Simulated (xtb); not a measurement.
# GFN1-xTB run of C2H6O2 (ethylene glycol)

Wanted: vibrations with a bias potential of C2H6O2 (ethylene glycol). 

The results are computed with xtb 6.7.1.

5 further runs of the same task are left out: 1 that didn't finish, 4 set aside as unsound or not needed.

### 1 Starting point

C2H6O2 has 10 atoms, charge 0, and is taken as a singlet. As SMILES, `OCCO`. Geometry: relaxed at PBE0-D4/def2-TZVP. This is a higher conformer, about 11 kJ/mol above the lowest found by a separate search.

Bond lengths: O1–C2 1.411 Å, C2–C3 1.514 Å, C3–O4 1.410 Å, O1–H5 0.959 Å, C2–H6 1.098 Å, C2–H7 1.101 Å, C3–H8 1.098 Å, C3–H9 1.092 Å, O4–H10 0.960 Å. Some angles: O1–C2–C3 107.6°, C2–C3–O4 111.8°, O1–C2–H6 112.0°, O1–C2–H7 111.2°, C3–C2–H6 109.0°, C3–C2–H7 109.3°, C2–O1–H5 108.9°, C2–C3–H8 109.3°, C2–C3–H9 109.4°, O4–C3–H8 112.0°.

### 2 Vibrations with a bias potential at GFN1-xTB

Input file xcontrol:

```
$chrg 0
$spin 0
$thermo
   scale=0.99
$end
```

Input file struc.sdf:

```

     RDKit          3D

 10  9  0  0  0  0  0  0  0  0999 V2000
   -1.7320    0.0548   -0.2331 O   0  0  0  0  0  0  0  0  0  0  0  0
   -0.3808    0.4568   -0.2814 C   0  0  0  0  0  0  0  0  0  0  0  0
    0.4253   -0.5486    0.5135 C   0  0  0  0  0  0  0  0  0  0  0  0
    1.7974   -0.2246    0.5284 O   0  0  0  0  0  0  0  0  0  0  0  0
   -2.2687    0.7183   -0.6706 H   0  0  0  0  0  0  0  0  0  0  0  0
   -0.2330    1.4548    0.1512 H   0  0  0  0  0  0  0  0  0  0  0  0
   -0.0098    0.4826   -1.3182 H   0  0  0  0  0  0  0  0  0  0  0  0
    0.2440   -1.5556    0.1162 H   0  0  0  0  0  0  0  0  0  0  0  0
    0.0911   -0.5409    1.5529 H   0  0  0  0  0  0  0  0  0  0  0  0
    2.1497   -0.3488   -0.3562 H   0  0  0  0  0  0  0  0  0  0  0  0
  2  1  1  0
  3  2  1  0
  4  3  1  0
  5  1  1  0
  6  2  1  0
  7  2  1  0
  8  3  1  0
  9  3  1  0
 10  4  1  0
M  END
$$$$
```

The run is started by

```
$ xtb struc.sdf --pop --json --bhess lax --input xcontrol --gfn1 > run.log 2> xtb.err
```

Q: Predict the results. Wanted: total energy; dipole moment; HOMO energy; LUMO energy; HOMO–LUMO gap; dispersion energy; lowest harmonic wavenumber; highest harmonic wavenumber; zero-point energy.

Computed results:

Level: GFN1-xTB.

```
                   quantity         value
               total energy  -16.85338 Eh
              dipole moment        3.38 D
                HOMO energy     -12.41 eV
                LUMO energy      -3.51 eV
              HOMO–LUMO gap       8.89 eV
          dispersion energy  -5.84 kJ/mol
 lowest harmonic wavenumber       91 cm⁻¹
highest harmonic wavenumber     3644 cm⁻¹
          zero-point energy  214.3 kJ/mol
```

What this shows: All 24 modes are real. The vibrations are taken at a shape not relaxed at this level, so they aren't the harmonic values of a minimum. Mulliken charges run from -0.57 on O1 to +0.34 on H5.
